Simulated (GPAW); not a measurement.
# SnTe (F-43m) in GPAW: single point with PBE

Aim: the single point of SnTe with PBE.

All numbers are computed with GPAW 26.7.0; they aren't measurements. Logs are shortened: lines on timing, memory, paths and dates and some standing lists are left out, and cuts for length are marked. The log counts tension as positive stress, the text compression.

### Step 1. Starting point

The structure is cubic, space group F-43m (No. 216). The conventional cell has a = 7.222 Å, b = 7.222 Å, c = 7.222 Å, α = 90.00°, β = 90.00°, γ = 90.00°. Te (site symmetry -43m) has 4 Sn at 3.13 Å as nearest neighbours. Around Sn (site symmetry -43m) lie 4 Te at 3.13 Å.

Measurements of this composition are mostly on another form, of space group No. 225.

### Step 2. Single point, PBE

run.py

```python
from ase.dft.bandgap import bandgap
from ase.io import read, write
from ase.units import GPa
from gpaw import GPAW, PW

atoms = read('SnTe.xyz')

calc = GPAW(mode=PW(500),
            xc='PBE',
            kpts={'size': (5, 5, 5), 'gamma': True},
            occupations={'name': 'fermi-dirac', 'width': 0.05},
            nbands=19,
            maxiter=120,
            txt='gpaw.txt')
atoms.calc = calc
energy = atoms.get_potential_energy()
forces = atoms.get_forces()
stress = atoms.get_stress()
calc.write('gs.gpw')
write('result.traj', atoms)
print(f'Energy: {energy:.6f} eV')
print('Forces (eV/A):')
print(forces.round(4))
print('Stress (GPa):', (stress / GPa).round(3))
print('Fermi level:', round(calc.get_fermi_level(), 4), 'eV')
print(f'Gap: {bandgap(calc)[0]:.4f} eV, direct: {bandgap(calc, direct=True)[0]:.4f} eV')
```

SnTe.xyz

```xyz
2
Lattice="0.0000000000 3.6111460000 3.6111460000 3.6111460000 0.0000000000 3.6111460000 3.6111460000 3.6111460000 0.0000000000" Properties=species:S:1:pos:R:3 pbc="T T T"
Te     1.8055730000      1.8055730000      1.8055730000
Sn     0.0000000000      0.0000000000      0.0000000000
```

Potentials or basis: GPAW PAW data sets (gpaw-data 1.2.1), pw.

Run with:

```sh
$ OMP_NUM_THREADS=1 python run.py
```

gpaw.txt:

```text
__  _  _
 | _ |_)|_||  |
 |__||  | ||/\| - 26.7.0

Input parameters:
  mode=PW(ecut=500.0),
  kpts=MonkhorstPack(size=(5, 5, 5), gamma=True),
  maxiter=120,
  nbands=19,
  occupations=Occupations(name='fermi-dirac', width=0.05),
  xc=XC(name='PBE')

Diagonalizing LCAO Hamiltonian
Converting LCAO to pw mode

             Te

       Sn

Atoms  # Å, Bohr magnetons
|   | symbol |        x |        y |        z |    initial magnetic moments |
|---|--------|----------|----------|----------|-----------------------------|
| 0 |     Te | 1.805573 | 1.805573 | 1.805573 | ( 0.0000,  0.0000,  0.0000) |
| 1 |     Sn | 0.000000 | 0.000000 | 0.000000 | ( 0.0000,  0.0000,  0.0000) |

Unit cell  # Å
| periodic |        x |        y |        z |  lengths |    angles |
|----------|----------|----------|----------|----------|-----------|
|      yes | 0.000000 | 3.611146 | 3.611146 | 5.106932 | 60.000000 |
|      yes | 3.611146 | 0.000000 | 3.611146 | 5.106932 | 60.000000 |
|      yes | 3.611146 | 3.611146 | 0.000000 | 5.106932 | 60.000000 |

Number of symmetries: 24
Symmetry operations  # r_c * U_cc + t_c -> r_c
|    | kind |            matrix            |
|----|------|------------------------------|
|  0 |  E   |  1, 0, 0,  0, 1, 0,  0, 0, 1 |
|  1 |  σ   |  1, 0, 0,  0, 0, 1,  0, 1, 0 |
|  2 |  σ   |  1, 0,-1,  0, 1,-1,  0, 0,-1 |
|  3 |  C3  |  1, 0,-1,  0, 0,-1,  0, 1,-1 |
|  4 |  C3  |  1,-1, 0,  0,-1, 1,  0,-1, 0 |
|  5 |  σ   |  1,-1, 0,  0,-1, 0,  0,-1, 1 |
|  6 |  σ   |  0, 1, 0,  1, 0, 0,  0, 0, 1 |
|  7 |  C3  |  0, 1, 0,  0, 0, 1,  1, 0, 0 |
|  8 |  C2  |  0, 1,-1,  1, 0,-1,  0, 0,-1 |
|  9 |  S4  |  0, 1,-1,  0, 0,-1,  1, 0,-1 |
| 10 |  C3  |  0, 0, 1,  1, 0, 0,  0, 1, 0 |
| 11 |  σ   |  0, 0, 1,  0, 1, 0,  1, 0, 0 |
| 12 |  S4  |  0, 0,-1,  1, 0,-1,  0, 1,-1 |
| 13 |  C3  |  0, 0,-1,  0, 1,-1,  1, 0,-1 |
| 14 |  S4  |  0,-1, 1,  1,-1, 0,  0,-1, 0 |
| 15 |  C2  |  0,-1, 1,  0,-1, 0,  1,-1, 0 |
| 16 |  C3  |  0,-1, 0,  1,-1, 0,  0,-1, 1 |
| 17 |  S4  |  0,-1, 0,  0,-1, 1,  1,-1, 0 |
| 18 |  S4  | -1, 1, 0, -1, 0, 1, -1, 0, 0 |
| 19 |  C3  | -1, 1, 0, -1, 0, 0, -1, 0, 1 |
| 20 |  C3  | -1, 0, 1, -1, 1, 0, -1, 0, 0 |
| 21 |  S4  | -1, 0, 1, -1, 0, 0, -1, 1, 0 |
| 22 |  σ   | -1, 0, 0, -1, 1, 0, -1, 0, 1 |
| 23 |  C2  | -1, 0, 0, -1, 0, 1, -1, 1, 0 |

BZ-sampling:
  Number of BZ points: 125
  Number of IBZ points: 10

  Monkhorst-Pack size: [5, 5, 5]
  Monkhorst-Pack shift: [0, 0, 0]

K-points  # in reciprocal-cell coordinates
|   |                                coordinates |     weight |
|---|--------------------------------------------|------------|
| 0 | (  0.00000000,   0.00000000,   0.00000000) | 0.00800000 |
| 1 | (  0.20000000,   0.20000000,   0.00000000) | 0.04800000 |
| 2 | (  0.20000000,   0.20000000,   0.20000000) | 0.06400000 |
| 3 | (  0.40000000,   0.20000000,  -0.20000000) | 0.19200000 |
| 4 | (  0.40000000,   0.20000000,   0.20000000) | 0.09600000 |
| 5 | (  0.40000000,   0.40000000,  -0.40000000) | 0.19200000 |
| 6 | (  0.40000000,   0.40000000,  -0.20000000) | 0.09600000 |
| 7 | (  0.40000000,   0.40000000,   0.00000000) | 0.04800000 |
| 8 | (  0.40000000,   0.40000000,   0.20000000) | 0.19200000 |
| 9 | (  0.40000000,   0.40000000,   0.40000000) | 0.06400000 |

Plane wave coefficients: 2421
Cutoff: 500.0 eV

Spin-components: 1 (collinear spins)
Bands:           19
Projectors:      11
Spin-degeneracy: 2
Datatype:        complex128

Parallelization:
  kpt:    1
  domain: 1
  band:   1

Density:
  Valence electrons: 20.0
  Components: 1
  Grid points: [27 27 27]
  Charge: 0.0  # |e|

Potential:
  Grid points: [27 27 27]

species:
  Te:
    name:    Tellurium
    Z:       52.0
    valence: 6
    core:    46
    charge:  0.0  # [|e|]
    compensation charges:
      type: gauss
      rc: 0.36  # [Å]
      lmax: 2
    cutoffs:
      filter: 2.09  # [Å]
      core: 3.17  # [Å]
    projectors
    | kind |    occ | energy [eV] | rcut [Å] |
    |------|--------|-------------|----------|
    |   5s |  2.000 |     -15.089 |    1.180 |
    |   5p |  4.000 |      -5.955 |    1.196 |
    |    s |        |      12.123 |    1.180 |
    |    p |        |      21.256 |    1.196 |
    |    d |        |       0.000 |    1.238 |

    Using partial waves for Te as LCAO basis

  Sn:
    name:    Tin
    Z:       50.0
    valence: 14
    core:    36
    charge:  0.0  # [|e|]
    compensation charges:
      type: gauss
      rc: 0.38  # [Å]
      lmax: 2
    cutoffs:
      filter: 2.23  # [Å]
      core: 2.35  # [Å]
    projectors
    | kind |    occ | energy [eV] | rcut [Å] |
    |------|--------|-------------|----------|
    |   5s |  2.000 |     -10.538 |    1.201 |
    |   5p |  2.000 |      -3.696 |    1.270 |
    |   4d | 10.000 |     -25.845 |    1.185 |
    |    s |        |      16.674 |    1.201 |
    |    p |        |      23.515 |    1.270 |
    |    d |        |       1.367 |    1.185 |

    Using partial waves for Sn as LCAO basis

Reference energy: -352801.376741  # eV

eigensolver:
  PPCG
  Converge bands: occupied
  niter=2

density mixing:
  MSR1-Mixer
  Pratt-step length: 0.05
  Maximum mixing coefficient: 0.75
  Old densities: 10
  SVD Regularization: 0.005
  Good broyden scale: 1.0
  Trust region scale: 1.0
  Backstep threshold: 4.0
  History deletion threshold: 6.0
  Fourier metric: weight=20.0, sigma=0.015

occupation numbers:
  Fermi-Dirac:
    width: 0.0500  # eV

poisson solver:
  ecut: 4000.0  # eV

xc functional:
  name: PBE with 2 nearest neighbor stencil

convergence criteria:
- Maximum [total energy] change in last 3 cyles: 0.0005 eV / valence electron
- Maximum integral of absolute [dens]ity change: 0.0001 electrons / valence electron
- Maximum integral of absolute [eigenst]ate change: 4e-08 eV^2 / valence electron
maximum number of iterations: 120

SCF iterations
|iter     | |      energy | eigst |  dens |
|---------|-|-------------|-------|-------|
|iter:   1| |   -7.431540 | -0.23 |       |
|iter:   2| |   -7.404554 | -2.18 | -1.30 |
|iter:   3| |   -7.310629 | -2.42 | -1.36 |
|iter:   4| |   -7.312283 | -3.72 | -1.91 |
|iter:   5| |   -7.312505c| -4.16 | -2.30 |
|iter:   6| |   -7.312549c| -5.57 | -3.16 |
|iter:   7| |   -7.312554c| -6.45 | -3.63 |
|iter:   8| |   -7.312555c| -7.68c| -4.79c|

Converged in 8 steps
Energy contributions relative to reference atoms: (reference = -352801.376741)

Energy contributions:
  Kinetic:          10.640141
  Coulomb:         -12.128693
  Zero:              0.182873
  External:          0.000000
  Xc:               -6.006092
  Entropy:          -0.001566
  Spinorbit:         0.000000
  ----------------------------
  Free energy:      -7.313338
  Extrapolated:     -7.312555

dipole moment: (-28.260831, -28.260831, -28.260831)  # |e|*Ang

Fermi level: 2.845
Eigenvalues  # (at kpt = [0.000, 0.000, 0.000])
| band index |      eig [eV] | occ [0-2] |
|------------|---------------|-----------|
|          0 |       -18.938 |     2.000 |
|        ... |               |           |
|          2 |       -18.938 |     2.000 |
|          3 |       -18.928 |     2.000 |
|          4 |       -18.928 |     2.000 |
|          5 |        -8.661 |     2.000 |
|          6 |        -2.314 |     2.000 |
|          7 |         0.911 |     2.000 |
[... 9 lines left out ...]
|         17 |        10.483 |     0.000 |
|         18 |        10.483 |     0.000 |

Gap: 0.413 eV
Transition (v -> c):
  (s=0, k=3, n=9, [0.40, 0.20, -0.20]) -> (s=0, k=7, n=10, [0.40, 0.40, 0.00])
Direct/indirect transitions are different
Direct gap: 0.850 eV
Transition at: (s=0, k=7, n=9, [0.40, 0.40, 0.00])

Forces  # eV/Ang
|       x |       y |        z |
|---------|---------|----------|
| 0.00000 | 0.00000 |  0.00000 |  # Te   0
| 0.00000 | 0.00000 | -0.00000 |  # Sn   1

Stress tensor  # eV/Ang^3
|         x |         y |         z |
|-----------|-----------|-----------|
|  0.002120 | -0.000000 | -0.000000 |
| -0.000000 |  0.002120 |  0.000000 |
| -0.000000 |  0.000000 |  0.002120 |

# Writing to gs.gpw (mode='')
```

Wall time 10 s (1 thread of Arm Neoverse V1, shared host); peak memory 0.16 GiB.

Results:

```
Free energy            : -7.3133 eV
Pressure               : -0.3 GPa
Band gap on the k mesh : 0.41 eV, indirect (least direct gap 0.85 eV)
```

Caveat: the cutoff is short for stress and forces, so pressures can be off by a GPa or more; spin-orbit coupling is left out, which moves the levels of the heavy elements; an odd mesh through Γ misses points on the zone boundary, where band edges often lie.
